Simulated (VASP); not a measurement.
# Ta2H (C222) in VASP: single point with r2SCAN

Aim: the single point of Ta2H with r2SCAN.

All numbers are computed with VASP 6.6.1; they aren't measurements. Logs are shortened: lines on timing, memory, paths and dates and some standing lists are left out, and cuts for length are marked.

**1. Starting point**

It takes space group C222 (No. 21, orthorhombic). The conventional cell has a = 3.441 Å, b = 4.743 Å, c = 4.759 Å, α = 90.00°, β = 90.00°, γ = 90.00°. Ta (site symmetry 2) is surrounded by 2 H at 1.93 Å. H (site symmetry 222) has 4 Ta at 1.93 Å as nearest neighbours.

The cell comes from a database or a generator and needn't be the stable form of this composition.

**2. Single point, r2SCAN**

POSCAR reads:

```
Ta2H
1.0
    1.7204951073     -2.3714690318      0.0000000000
    1.7204951073      2.3714690318      0.0000000000
    0.0000000000      0.0000000000      4.7585693900
Ta H
2 1
Direct
    0.0000000000      0.5000000000      0.2645697700
    0.5000000000      0.0000000000      0.7354302300
    0.0000000000      0.0000000000      0.0000000000
```

INCAR.step1 reads:

```
  PREC = Accurate
  ENCUT = 520
  ISMEAR = 0
  SIGMA = 0.1
  LREAL = F
  LASPH = T
  NELM = 100
  NBANDS = 18
  GGA = PE
  ALGO = Normal
  EDIFF = 1E-4
  LWAVE = T
  LCHARG = F
```

INCAR.step2 reads:

```
  PREC = Accurate
  ENCUT = 520
  EDIFF = 1E-7
  ISMEAR = 0
  SIGMA = 0.1
  LREAL = F
  LASPH = T
  NELM = 100
  ALGO = Normal
  ISIF = 2
  LWAVE = F
  LCHARG = T
  METAGGA = R2SCAN
  LMIXTAU = T
  LELF = T
  LVHAR = T
  NBANDS = 18
  ISTART = 1
```

KPOINTS reads:

```
Automatic mesh
0
Gamma
  6 6 4
```

Potentials or basis: VASP PAW PBE potentials, release 64 (Ta_pv, H).

Run with:

```
$ cat potpaw_PBE.64/Ta_pv/POTCAR potpaw_PBE.64/H/POTCAR > POTCAR
$ cp INCAR.step1 INCAR
$ mpirun -np 1 vasp_std > vasp.out
$ cp INCAR.step2 INCAR
$ mpirun -np 1 vasp_std > vasp.out
```

OUTCAR:

```text
PREC = Accurate
   ENCUT = 520
   EDIFF = 1E-7
   ISMEAR = 0
   LREAL = F
   LASPH = T
   NELM = 100
   ISIF = 2
   METAGGA = R2SCAN
   ISTART = 1

 ion  position               nearest neighbor table
   1  0.000  0.500  0.265-   3 1.93   3 1.93   2 2.82   2 2.82   2 3.05   2 3.05   2 3.26   2 3.26
                             2 3.46   2 3.46
   2  0.500  0.000  0.735-   3 1.93   3 1.93   1 2.82   1 2.82   1 3.05   1 3.05   1 3.26   1 3.26
                             1 3.46   1 3.46
   3  0.000  0.000  0.000-   1 1.93   2 1.93   1 1.93   2 1.93

  LATTYP: Found a base centered orthorhombic cell.
 ALAT       =     3.4409902146
 B/A-ratio  =     1.3783642986
 C/A-ratio  =     1.3829069812

  Lattice vectors:

 A1 = (   1.7204951073,  -2.3714690318,   0.0000000000)
 A2 = (   1.7204951073,   2.3714690318,   0.0000000000)
 A3 = (   0.0000000000,   0.0000000000,   4.7585693900)

Analysis of symmetry for initial positions (statically):
=====================================================================
 Subroutine PRICEL returns:
 Original cell was already a primitive cell.

 Routine SETGRP: Setting up the symmetry group for a
 base centered orthorhombic supercell.

 Subroutine GETGRP returns: Found  4 space group operations
 (whereof  4 operations were pure point group operations)
 out of a pool of  8 trial point group operations.

The static configuration has the point symmetry D_2 .

Analysis of symmetry for dynamics (positions and initial velocities):
=====================================================================
 Subroutine PRICEL returns:
 Original cell was already a primitive cell.

 Routine SETGRP: Setting up the symmetry group for a
 base centered orthorhombic supercell.

 Subroutine GETGRP returns: Found  4 space group operations
 (whereof  4 operations were pure point group operations)
 out of a pool of  8 trial point group operations.

The dynamic configuration has the point symmetry D_2 .

 Subroutine INISYM returns: Found  4 space group operations
 (whereof  4 operations are pure point group operations),
 and found     1 'primitive' translations

----------------------------------------------------------------------------------------

                                     Primitive cell

  volume of cell :      38.8309

  direct lattice vectors                    reciprocal lattice vectors
     1.720495107 -2.371469032  0.000000000     0.290614020 -0.210839776  0.000000000
     1.720495107  2.371469032  0.000000000     0.290614020  0.210839776  0.000000000
     0.000000000  0.000000000  4.758569390     0.000000000  0.000000000  0.210147193

  length of vectors
[... 88 lines left out ...]
   IBRION =     -1    ionic relax: 0-MD 1-quasi-New 2-CG
   NFREE  =      0    steps in history (QN), initial steepest desc. (CG)
   ISIF   =      2    stress and relaxation
   ISYM   =      2    0-nonsym 1-usesym 2-fastsym
   POTIM  = 0.5000    time-step for ionic-motion
   TEBEG  =    0.0;   TEEND  =   0.0 temperature during run
   PSTRESS=    0.0 pullay stress
   NELECT =      23.0000    total number of electrons
   NUPDOWN=      -1.0000    fix difference up-down
   EMIN   =  10.00;   EMAX   =-10.00  energy-range for DOS
   EFERMI =   0.00;   METHOD = LEGACY
   ISMEAR =     0;   SIGMA  =   0.10  broadening in eV -4-tet -1-fermi 0-gaus
   EFERMI_NEDOS =   21; number of points for ismear=-14 and -15
   IALGO  =     38    algorithm
   IMIX   =      4    mixing-type and parameters
     AMIX     =   0.40;   BMIX     =  1.00
     AMIX_MAG =   1.60;   BMIX_MAG =  1.00
  volume/ion in A,a.u.               =      12.94        87.35
  Fermi-wavevector in a.u.,A,eV,Ry     =   1.374860  2.598108 25.718261  1.890239
  Thomas-Fermi vector in A             =   2.500248
   LORBIT       =      0    0 simple, 1 ext, 2 COOP (PROOUT), +10 PAW based schemes
   METAGGA = R2SCAN    functional components
   LHFCALC =     F    Hartree Fock is set to
   AEXX    =    0.0000 exact exchange contribution
   IVDW    =     0    specifies the selected vdW correction
   LEPSILON=     F    determine dielectric tensor
   LRPA    =     F    only Hartree local field effects (RPA)
 non-spin polarized calculation
 Gauss-broadening in eV      SIGMA  =   0.10
  energy-cutoff  :      520.00
  volume of cell :       38.83
 maximum number of plane-waves:      1064
 NGX is ok and might be reduce to    24
   NGX = 11   NGY = 11   NGZ = 17

 number of electron      22.9999999 magnetization

 Free energy of the ion-electron system (eV)
  ---------------------------------------------------
  ext. energy  EPLUGINS =         0.00000000
  ---------------------------------------------------
  free energy    TOTEN  =      -101.16631224 eV

  energy without entropy =     -101.15681613  energy(sigma->0) =     -101.16156419

 E-fermi :   5.2013     XC(G=0): -13.6000

 val. band max:        5.1951352747   @ k =   0.1667   0.0000   0.2500
 cond. band min:       5.2062997147   @ k =   0.0000   0.0000   0.2500
 fundamental gap:      0.0111644400
 Fermi energy:         5.2013097672

 k-point     1 :       0.0000    0.0000    0.0000
  band No.  band energies     occupation
      1     -30.4137      2.00000
      2     -29.6986      2.00000
      3     -29.3826      2.00000
      4     -29.3805      2.00000
      5     -29.3432      2.00000
      6     -29.3184      2.00000
[... 481 lines left out ...]
      5     -29.7293      2.00000
      6     -29.4799      2.00000
[... 10 lines left out ...]
     17      12.2391      0.00000
     18      13.0799      0.00000

 [... further k-points ...]

------------------------ aborting loop because EDIFF is reached ----------------------------------------

  FORCE on cell =-STRESS in cart. coord.  units (eV):
  Direction    XX          YY          ZZ          XY          YZ          ZX
  --------------------------------------------------------------------------------------
  -------------------------------------------------------------------------------------
  Total       -0.2488902      0.1205018      0.3021177      0.0000000      0.0000000      0.0000000
  in kB      -10.2693060      4.9719491     12.4654919      0.0000000      0.0000000      0.0000000
  external PRESSURE =       2.3893783 kB  Pullay stress =       0.0000000 kB

 VOLUME and BASIS-vectors are now :
 -----------------------------------------------------------------------------
  energy-cutoff  :      520.00
  volume of cell :       38.83
      direct lattice vectors                 reciprocal lattice vectors
     1.720495107 -2.371469032  0.000000000     0.290614020 -0.210839776  0.000000000
     1.720495107  2.371469032  0.000000000     0.290614020  0.210839776  0.000000000
     0.000000000  0.000000000  4.758569390     0.000000000  0.000000000  0.210147193

 POSITION                                       TOTAL-FORCE (eV/Angst)
 -----------------------------------------------------------------------------------
      0.86025      1.18573      1.25897        -0.000000      0.000000     -0.035436
      0.86025     -1.18573      3.49960         0.000000     -0.000000      0.035436
      0.00000      0.00000      0.00000         0.000000     -0.000000      0.000000
 -----------------------------------------------------------------------------------
    total drift:                                0.000000     -0.000000      0.000000

  FREE ENERGIE OF THE ION-ELECTRON SYSTEM (eV)
  ---------------------------------------------------
  free  energy   TOTEN  =      -101.1663122434 eV

  energy  without entropy=     -101.1568161320  energy(sigma->0) =     -101.16156419
```

OUTCAR.step1:

```text
PREC = Accurate
   ENCUT = 520
   ISMEAR = 0
   LREAL = F
[... 735 lines left out ...]
      0.86025      1.18573      1.25897         0.000000     -0.000000     -0.019422
      0.86025     -1.18573      3.49960        -0.000000     -0.000000      0.019422
      0.00000      0.00000      0.00000         0.000000      0.000000     -0.000000
 -----------------------------------------------------------------------------------
    total drift:                                0.000000     -0.000000      0.000000

  FREE ENERGIE OF THE ION-ELECTRON SYSTEM (eV)
  ---------------------------------------------------
  free  energy   TOTEN  =       -27.4608888228 eV

  energy  without entropy=      -27.4500645587  energy(sigma->0) =      -27.45547669
```

It took 93 s on 1 thread of Intel Xeon Platinum 8259CL at 2.50GHz (Skylake/Cascade Lake), shared host; peak memory 0.17 GiB.

Results:

| Item | Value |
| --- | --- |
| Free energy | -101.1663 eV |
| Pressure | 0.2 GPa |
| Largest force | 0.035 eV/Å |
| Band gap on the k mesh | none (metal or under the smearing width) |

Forces on the atoms (eV/Å):
```
Ta   0.000  0.000 -0.035
Ta   0.000  0.000  0.035
H    0.000  0.000  0.000
```

Stress tensor (GPa, compression positive):
```
-1.03  0.00  0.00
 0.00  0.50  0.00
 0.00  0.00  1.25
```

Caveat: the k mesh is coarse (spacing up to 0.38 Å⁻¹), so the values aren't converged; the PAW data sets were made with another functional, which shifts forces and pressure a little.
